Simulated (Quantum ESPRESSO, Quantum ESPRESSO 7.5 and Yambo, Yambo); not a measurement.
**CdS (Hawleyite): one start, several treatments of the self-energy**

How much does the gap of CdS (Hawleyite) depend on the approximation to the self-energy?

Main program and level: Quantum ESPRESSO 7.5 and Yambo 5.3.0; PBE and many-body steps on it, plane waves.

**The experiments to reproduce.**

- Gap 2.42 eV: optical gap from inflexion point of photoacoustic spectrum, as-grown film; photoacoustic spectroscopy; film (as-grown chemical bath deposited film, about 0.25 um thick, deposited at 80 C) (“Study of the band--gap shift in CdS films: Influence of thermal annealing in different atmospheres”, 1995, arxiv:cond-mat/9501125).

Report form: the programs' logs are mostly left out.

## 1. The starting structure

Symmetry: F-43m, No. 216, cubic system. The conventional cell has a = 5.833 Å, b = 5.833 Å, c = 5.833 Å, α = 90.00°, β = 90.00°, γ = 90.00°. Cd has 4 S at 2.53 Å nearest. Nearest to S lie 4 Cd at 2.53 Å. Farther neighbours and most contacts between anions are not listed.

As a file:

```cif
data_structure
_symmetry_space_group_name_H-M 'F-43m'
_symmetry_Int_Tables_number 216
_cell_length_a 5.8330
_cell_length_b 5.8330
_cell_length_c 5.8330
_cell_angle_alpha 90.000
_cell_angle_beta 90.000
_cell_angle_gamma 90.000
_cell_volume 198.46
loop_
_atom_site_label
_atom_site_type_symbol
_atom_site_symmetry_multiplicity
_atom_site_Wyckoff_symbol
_atom_site_fract_x
_atom_site_fract_y
_atom_site_fract_z
_atom_site_occupancy
Cd1 Cd 4 a 0.00000 0.00000 0.00000 1
S1 S 4 d 0.25000 0.25000 0.75000 1
```

The cell and positions come from the Crystallography Open Database and are kept as given unless a step says otherwise.

## 2. Empty states on the mesh, 4×4×4 mesh, 331 bands

This step: Quantum ESPRESSO 7.5; DFT, PBE, plane waves, norm-conserving pseudopotentials.

The sums over transitions need many empty states on a uniform mesh; this step solves for them.

File pw.in:

```
&control
  calculation = 'nscf'
  prefix = 'x'
  outdir = 'o'
  pseudo_dir = 'pseudo'
/
&system
  ibrav = 0
  nat = 2
  ntyp = 2
  ecutwfc = 94.0
  nbnd = 331
  force_symmorphic = .true.
/
&electrons
  conv_thr = 1e-9
  electron_maxstep = 80
  diago_full_acc = .true.
  diago_thr_init = 5e-6
/
ATOMIC_SPECIES
  Cd 112.41 Cd.upf
  S 32.06 S.upf
CELL_PARAMETERS angstrom
  -0.0000000000 2.9165000000 2.9165000000
  2.9165000000 -0.0000000000 2.9165000000
  2.9165000000 2.9165000000 -0.0000000000
ATOMIC_POSITIONS crystal
  Cd 0.0000000000 0.0000000000 0.0000000000
  S 0.2500000000 0.2500000000 0.2500000000
K_POINTS automatic
  4 4 4 0 0 0
```

Run with:

```console
$ OMP_NUM_THREADS=1 mpirun -n 4 pw.x -nk 4 -in pw.in > pw.out
```

Wall time 50 s (4 MPI ranks of Arm Neoverse V1, shared host); peak memory 0.81 GiB; 3.3 min of CPU time.

This step gave:

* gap: 1.145 eV
* k of the valence top: 0, 0, 0
* k of the conduction bottom: 0, 0, 0
* least direct gap: 1.145 eV
* k points computed: 8
* lowest point of the top converged band, above the valence top: 189.0455 eV

On this mesh the gap is 1.145 eV.

The density comes from a self-consistent run that is not shown.

## 3. Conversion and set-up

This step: Yambo 5.3.0; conversion and set-up on PBE, plane waves, norm-conserving pseudopotentials.

The states are converted to the many-body program's format and the q mesh is built.

Run with:

```console
$ (cd o/x.save; p2y > p2y.log; mv SAVE ../..); yambo > setup.log
```

The job ended after 3 s (1 MPI rank; peak memory 0.25 GiB).

## 4. G0W0, Godby-Needs plasmon pole

Now the one-shot GW correction: screening in the RPA, then the self-energy of the levels asked for.

This step: G0W0 on PBE, plane waves, norm-conserving pseudopotentials.

File gw2.in:

```
HF_and_locXC
gw0
dyson
ppa
em1d
rim_cut
RandQpts= 1000000
RandGvec= 1 RL
EXXRLvcs= 94 Ry
VXCRLvcs= 376 Ry
Chimod= "HARTREE"
% BndsRnXp
 1 | 142 |
%
NGsBlkXp= 10.5 Ry
% LongDrXp
 1 | 1 | 1 |
%
% GbndRnge
 1 | 142 |
%
DysSolver= "n"
ExtendOut
PPAPntXp= 27.21138 eV
% QPkrange
 1 | 1 | 12 | 15 |
%
```

Run with:

```console
$ OMP_NUM_THREADS=1 mpirun -n 4 yambo -F gw2.in -J gw2 -C gw2 > gw2.log
```

The job ended after 76 s (4 MPI ranks; peak memory 1.8 GiB).

This step gave:

```yaml
g0w0_gap_on_the_points_computed: 2.136 eV
starting_gap_on_the_mesh: 1.145 eV
k_of_the_valence_top: 0, 0, 0
k_of_the_conduction_bottom: 0, 0, 0
least_direct_g0w0_gap_on_the_computed_points: 2.136 eV
z_at_the_valence_top: 0.7869
z_at_the_conduction_bottom: 0.8161
```

The gap on the mesh goes from 1.14 eV to 2.14 eV, a correction of +0.99 eV.

## 5. One-shot COHSEX

This step: one-shot COHSEX on PBE, plane waves, norm-conserving pseudopotentials.

File gw4.in:

```
HF_and_locXC
gw0
dyson
cohsex
em1s
rim_cut
RandQpts= 1000000
RandGvec= 1 RL
EXXRLvcs= 94 Ry
VXCRLvcs= 376 Ry
Chimod= "HARTREE"
% BndsRnXs
 1 | 142 |
%
NGsBlkXs= 10.5 Ry
% LongDrXs
 1 | 1 | 1 |
%
% GbndRnge
 1 | 142 |
%
DysSolver= "n"
ExtendOut
% QPkrange
 1 | 1 | 12 | 15 |
%
```

Run with:

```console
$ OMP_NUM_THREADS=1 mpirun -n 4 yambo -F gw4.in -J gw4 -C gw4 > gw4.log
```

Elapsed: 60 s, on 4 MPI ranks; peak memory 1.8 GiB; 3.9 min of CPU time.

Numbers from this step:

| Quantity | Value |
| --- | --- |
| quasiparticle gap on the points computed | 2.782 eV |
| starting gap on the mesh | 1.145 eV |
| k of the valence top | 0, 0, 0 |
| k of the conduction bottom | 0, 0, 0 |
| least direct quasiparticle gap on the computed points | 2.782 eV |
| Z at the valence top | 1 |
| Z at the conduction bottom | 1 |

Against G0W0 in Yambo (4×4×4 mesh, 142 bands, screening to 142.9 eV, Godby-Needs plasmon pole), the gap moves by +0.646 eV.

## 6. One-shot Hartree-Fock

This step: one-shot Hartree-Fock on PBE, plane waves, norm-conserving pseudopotentials.

File gw5.in:

```
HF_and_locXC
rim_cut
RandQpts= 1000000
RandGvec= 1 RL
EXXRLvcs= 94 Ry
VXCRLvcs= 376 Ry
% QPkrange
 1 | 1 | 12 | 15 |
%
```

Run with:

```console
$ OMP_NUM_THREADS=1 mpirun -n 4 yambo -F gw5.in -J gw5 -C gw5 > gw5.log
```

The job ended after 5.2 s (4 MPI ranks; peak memory 1.7 GiB; 21 s of CPU time).

This step gave:

* quasiparticle gap on the mesh: 7.998 eV
* starting gap on the mesh: 1.145 eV
* k of the valence top: 0, 0, 0
* k of the conduction bottom: 0, 0, 0
* least direct quasiparticle gap on the computed points: 7.998 eV

Against G0W0 in Yambo (4×4×4 mesh, 142 bands, screening to 142.9 eV, Godby-Needs plasmon pole), the gap moves by +5.862 eV.

## 7. Side by side

Times are wall times on 4 MPI ranks of Arm Neoverse V1, shared host, good to a factor of about two.

| run | mesh | bands | screening cutoff (eV) | DFT gap (eV) | gap on the mesh (eV) | direct (eV) | time |
| --- | --- | --- | --- | --- | --- | --- | --- |
| G0W0, Godby-Needs plasmon pole | 4×4×4 | 142 | 142.9 | 1.145 | 2.136 | 2.136 | 76 s |
| one-shot COHSEX | 4×4×4 | 142 | 142.9 | 1.145 | 2.782 | 2.782 | 60 s |
| one-shot Hartree-Fock | 4×4×4 | - | - | 1.145 | 7.998 | 7.998 | 5.2 s |

## 8. Outcome

| Quantity | Value |
| --- | --- |
| G0W0, Godby-Needs plasmon pole | 2.136 eV |
| one-shot COHSEX | 2.782 eV |
| one-shot Hartree-Fock | 7.998 eV |
| known limits | not at the basis limit; no spin-orbit coupling; coarse k mesh |

**Reading.** One-shot COHSEX: +0.646 eV against G0W0, Godby-Needs plasmon pole. One-shot Hartree-Fock: +5.862 eV against G0W0, Godby-Needs plasmon pole. Bare exchange alone opens the gap to 8.00 eV; against G0W0, correlation takes back 5.86 eV. Static COHSEX lies above G0W0: it lacks the factor Z and overstates the Coulomb hole of the filled states. Against experiment, by G0W0, Godby-Needs plasmon pole: the gap of 2.14 eV lies −0.28 eV from the measured 2.42 eV (optical, 1995). An exciton line or allowed optical edge lies below the quasiparticle gap by the binding energy; a forbidden edge can push the onset above it. These are gaps on the mesh, at modest bands and cutoff. The calculation has static nuclei and no excitons; a measured gap holds zero-point and thermal motion, which mostly lowers it. Bands and cutoff are finite, so the gap is not at the basis limit. The miss can reach some tenths of an eV and take either sign; the mesh is an error of its own. The 4×4×4 mesh is coarse for this cell, which bears on the long-range parts of exchange and screening. The many-body steps are scalar-relativistic: spin-orbit coupling is not in them.

[Paths, hosts, dates, memory and timing lines, banners, echoed tables and standing remarks are left out of the program output.]

[Logs are printed without paths, hosts, clocks, repeated set-up lines and the standing remarks that a program may print on its own settings, such as how far it seeks lower states.]

[Runs of the session that timed out or met a known fault of the program may be left out.]

[Hosts, paths, dates, database ids (printed as entryN), source tags and the programs' standing remarks are cut or masked in the printed files.]
